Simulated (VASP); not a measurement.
**BN: band structure with PBE**

Crystal: BN.

```
N B
1.0
     1.25112    0.72234    3.37293
    -1.25112    0.72234    3.37293
     0.00000   -1.44467    3.37293
N B
1 1
Direct
  0.66724 0.66724 0.66724
  0.00033 0.00033 0.00033
```

The cell is a database's computed one.

```json
{"Program": "VASP 6.6.1", "Task": "band structure", "Functional": "PBE", "Potentials or basis": "VASP PAW PBE potentials, release 64 (N_h, B_h)", "Cutoff": "900 eV", "k mesh": "12 × 12 × 12", "Occupations": "fermi-dirac, width 0.05 eV", "Spin": "no spin polarisation", "Further INCAR settings": "ALGO = Normal; EDIFF = 1e-07"}
```

| Item | Value |
| --- | --- |
| Band gap on the k mesh | 4.28 eV, indirect (least direct gap 4.70 eV) |
| Band gap along the path | 4.24 eV, indirect (least direct gap 4.70 eV) |

Levels at the corners of the path, in eV from the valence-band top:
| point | band 1 | band 2 | band 3 | band 4 | band 5 | band 6 | band 7 | band 8 |
| --- | --- | --- | --- | --- | --- | --- | --- | --- |
| Γ | -17.82 | -4.23 | -1.34 | -1.34 | 5.13 | 11.65 | 11.65 | 13.10 |
| L | -14.63 | -8.97 | -4.12 | -0.65 | 5.24 | 9.89 | 13.04 | 14.98 |
| L | -14.63 | -8.97 | -4.12 | -0.65 | 5.24 | 9.89 | 13.04 | 14.98 |
| B1 | -14.09 | -7.98 | -6.92 | -0.41 | 4.78 | 12.39 | 14.09 | 15.97 |
| B | -14.09 | -7.98 | -6.92 | -0.41 | 4.78 | 12.39 | 14.09 | 15.97 |
| Z | -17.56 | -6.18 | -1.35 | -1.35 | 10.07 | 11.58 | 11.58 | 12.20 |
| Z | -17.56 | -6.18 | -1.35 | -1.35 | 10.07 | 11.58 | 11.58 | 12.20 |
| Γ | -17.82 | -4.23 | -1.34 | -1.34 | 5.13 | 11.65 | 11.65 | 13.10 |
| Γ | -17.82 | -4.23 | -1.34 | -1.34 | 5.13 | 11.65 | 11.65 | 13.10 |
| X | -14.03 | -7.96 | -7.10 | -0.15 | 4.61 | 12.33 | 13.86 | 16.40 |
| Q | -14.03 | -7.96 | -7.10 | -0.15 | 4.61 | 12.33 | 13.86 | 16.40 |
| F | -14.57 | -8.85 | -4.17 | -1.22 | 4.24 | 9.88 | 14.22 | 17.51 |
| F | -14.57 | -8.85 | -4.17 | -1.22 | 4.24 | 9.88 | 14.22 | 17.51 |
| P1 | -14.68 | -8.70 | -4.12 | -1.53 | 4.96 | 9.94 | 14.30 | 16.56 |
| P1 | -14.68 | -8.70 | -4.12 | -1.53 | 4.96 | 9.94 | 14.30 | 16.56 |
| Z | -17.56 | -6.18 | -1.35 | -1.35 | 10.07 | 11.58 | 11.58 | 12.20 |
| L | -14.63 | -8.97 | -4.12 | -0.65 | 5.24 | 9.89 | 13.04 | 14.98 |
| P | -14.68 | -8.70 | -4.12 | -1.53 | 4.96 | 9.94 | 14.30 | 16.56 |

It took 110 s on 1 thread of Intel(R) Xeon(R) Platinum 8375C CPU @ 2.90GHz (Ice Lake) (shared host), peak memory 0.2 GiB.

Caveat: the log is that of the step along the path at fixed density, whose energy, stress, charges and moments have no meaning. A hybrid or GW would open this gap; PBE tends to underestimate it.
